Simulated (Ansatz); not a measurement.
## Worked example: self-consistent single point of InN (F-43m, 2 atoms in the cell) in Ansatz

Method: LDA (PW92), default PAW files made with PBE (plane waves; Ansatz, a program for electronic structure).

Input:

Ansatz 0.2 input:
```yaml
crystal:
  lattice:
    - [0.000000, 2.477550, 2.477550]
    - [2.477550, 0.000000, 2.477550]
    - [2.477550, 2.477550, 0.000000]
  atoms:
    - { symbol: In, position: [0.000000, 0.000000, 0.000000] }
    - { symbol: N, position: [0.250000, 0.250000, 0.250000] }
basis:
  ecutwfc: 420.0 eV
kpoints:
  mp_grid:
    grid: [9, 9, 9]
hamiltonian:
  xc: lda
  pseudopotentials:
    kind: paw
scf:
  occupations:
    method: fermi_dirac
    width: 0.02 eV
output:
  forces: true
  eigenvalues: true
  stress: true
```

The program printed (abridged):

```
WARN ansatz: RAYON_NUM_THREADS=1 ignored (pool sized by the plan → 1); use --threads N
Pseudopotentials: kind: paw
Pseudopotential: In, paw, valence charge 13
Pseudopotential: N, paw, valence charge 5
Crystal: 2 atoms, lattice volume = 30.416 Å³
Basis set: ecut = 420 eV, 609 PW (Γ)
Bands: 13, of which v1, the nominal top of the filled ones, is band 9 counted from 1 (8 counted from 0)
Symmetry: 24 space group operations
Space group: F-43m (ITA 216), of the structure as read, at distance tolerance 3.1e-5 Å
k-points: 35 of 729 (time reversal used)
PAW frozen core: In, regenerated for the run's functional, and the local potential with it
PAW frozen core: N, regenerated for the run's functional, and the local potential with it
Initial density: superposition of atomic densities (neutral atoms: chi_scale 0, normalization atom), corrected by the library's trained network
Initial wavefunctions: pseudopotential atomic-orbital guess
Eigensolver: davidson
Functional: x = slater, c = lda
SCF iter   1: F=—  HF=-5831.050162 eV  |F-HF|=—  |Δ(HF+E_count)|=         —  Δρ=1.65e-2  dr2=8.66e-2  ethr=1.77e-3  ⟨swp⟩=5.2  Hψ=2490  notcnv=0
all-band conjugate gradients solve this SCF's bands
preconditioner: auto → none
SCF iter   2: F=—  HF=-5831.028746 eV  |F-HF|=—  |Δ(HF+E_count)|=   2.14e-2  Δρ=5.49e-3  dr2=1.17e-2  ethr=4.81e-4  ⟨swp⟩=2.2  Hψ=888  notcnv=0
SCF iter   3: F=—  HF=-5831.025674 eV  |F-HF|=—  |Δ(HF+E_count)|=   3.07e-3  Δρ=1.36e-3  dr2=2.82e-4  ethr=6.51e-5  ⟨swp⟩=2.1  Hψ=658  notcnv=0
SCF iter   4: F=—  HF=-5831.025602 eV  |F-HF|=—  |Δ(HF+E_count)|=   7.22e-5  Δρ=3.30e-4  dr2=1.09e-5  ethr=1.57e-6  ⟨swp⟩=2.0  Hψ=661  notcnv=0
SCF iter   5: F=—  HF=-5831.025603 eV  |F-HF|=—  |Δ(HF+E_count)|=   7.98e-7  Δρ=1.18e-5  dr2=2.28e-8  ethr=6.08e-8  ⟨swp⟩=2.2  Hψ=702  notcnv=0
SCF iter   6: F=-5831.025603 eV  HF=-5831.025603 eV  |F-HF|=1.56e-9  |Δ(HF+E_count)|=   1.85e-8  Δρ=2.56e-6  dr2=1.84e-9  ethr=1.27e-10  ⟨swp⟩=2.3  Hψ=1653  notcnv=0
SCF 1 converged in 6 iterations: F = -5831.025603 eV  dr2 = 1.84e-9
SCF converged after 6 iterations
Free energy (F): -5831.025603 eV
Harris-Foulkes:  -5831.025603 eV  (|F-HF|=1.56e-9)
Internal energy: -5831.025487 eV  (E = F + TS)
E sigma→0 (E₀):  -5831.025545 eV
Entropy (-TS):   -0.000116 eV (-0.058 meV/atom)
Fermi energy:    9.452419 eV
--- Per-component energies (eV) ---
  E_band       = -3.549828
  E_kinetic    = 374.126437
  E_local      = -1252.069922  (includes V_loc(G=0)·N_el)
  E_nonlocal   = 419.264149
  E_hartree    = 479.334989
  E_xc         = -271.874124
  E_vxc        = -175.811511  (∫ρ·V_xc dr)
  E_paw        = -4136.291412  (= ΣΔE_a)
  E_vpaw       = -327.730125  (= ΣTr[D̂ρ^β])
  E_aug_tail   = 0.000115  (compensation charges beyond the density's cutoff)
  E_ewald      = -1443.880298
  E_core_change = 0.364580  (= ΣΔE_core)
  E_smearing   = -0.000116  (= −TS)
  E_closure    = 0.000000  (closes the sum)
  Σ components = -5831.025603   (vs F -5831.025603, Δ=0.00e0)
--- Forces (eV/Å), atoms counted from 1 ---
  atom   1  In     0.00000000     0.00000000     0.00000000
  atom   2  N     -0.00000000     0.00000000    -0.00000000
  max |Σ_I F_I| component: 1.85e-17 eV/Å
--- Stress (GPa, compression-positive) ---
       -1.270098       0.000000      -0.000000
        0.000000      -1.270098       0.000000
       -0.000000       0.000000      -1.270098
  P = ⅓ Tr σ = -1.2701 GPa (-12.701 kbar)
  The stress holds the Pulay correction. Without it, at fixed plane waves, as pw.x and ABINIT print it: P = -1.7328 GPa
--- Band table (eV; the first three rows and the last of 35) ---
  k-point 0: bands = ["-5.1705", "-3.9457", "-3.9457", "-3.9457", "-3.5322", "-3.5322", "9.0775", "9.4377", "9.4377", "9.4377", "18.7964", "18.7964", "18.7964"]
  k-point 1: bands = ["-5.1736", "-3.9228", "-3.9228", "-3.7914", "-3.5340", "-3.5340", "7.9104", "9.3247", "9.3247", "10.4091", "18.0220", "18.9375", "18.9375"]
  k-point 2: bands = ["-5.2119", "-3.8742", "-3.8742", "-3.5274", "-3.5274", "-3.3068", "6.3517", "9.0495", "9.0495", "11.3927", "16.8460", "19.1220", "19.1220"]
  k-point 34: bands = ["-5.3385", "-3.7530", "-3.7106", "-3.5171", "-3.4946", "-1.1334", "4.4179", "6.1687", "6.8298", "14.5711", "15.8242", "17.4711", "18.8100"]
```

The run converged in 6 iterations.

The starting cell has typed, rounded lattice constants, without a prior relaxation at this level. Its lattice was rescaled by up to half a per cent. Ansatz's pressure includes its estimate of the finite-basis (Pulay) stress. The run gives no clean gap (levels at the Fermi energy touch, overlap or are partly filled at this smearing), which alone does not show that the compound is a metal.
